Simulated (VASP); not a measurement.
Input of a VASP 6.6.1 run:

File INCAR:

```
SYSTEM = NaF
  PREC = Accurate
  ENCUT = 600
  EDIFF = 1E-7
  ISMEAR = 0
  SIGMA = 0.03
  LREAL = .False.
  LASPH = .True.
  NELM = 80
  ALGO = Fast
  ISIF = 2
  LWAVE = .False.
  LCHARG = .False.
  GGA = PE
  IBRION = 2
  NSW = 40
  EDIFFG = -0.01
```

The input KPOINTS:

```
Automatic mesh
0
Gamma
  10 10 10
  0 0 0
```

POSCAR

```
NaF                                     
1.0
    0.0000000000      2.3928952911      2.3928952911
    2.3928952911      0.0000000000      2.3928952911
    2.3928952911      2.3928952911      0.0000000000
  Na              F             
     1     1
Direct
     0.0000000000000000    0.0000000000000000    0.0000000000000000
     0.5000000000000000    0.5000000000000000    0.5000000000000000
```

Potentials or basis: VASP PAW PBE potentials, release 64 (Na_pv, F).

The run is started by

```bash
$ cat potpaw_PBE.64/Na_pv/POTCAR potpaw_PBE.64/F/POTCAR > POTCAR
$ mpirun -np 1 vasp_std > vasp.out
```

**Question.** Estimate the band gap on the k mesh.

**Answer.** 5.81 eV, direct.

Final structure:
```xyz
2
Lattice="0.0000 2.3929 2.3929 2.3929 0.0000 2.3929 2.3929 2.3929 0.0000" Properties=species:S:1:pos:R:3 pbc="T T T"
Na    0.0000    0.0000    0.0000
F     2.3929    2.3929    2.3929
```

Caveat: the relaxation stopped at its first step, so nothing moved. A k mesh can miss the band edges.
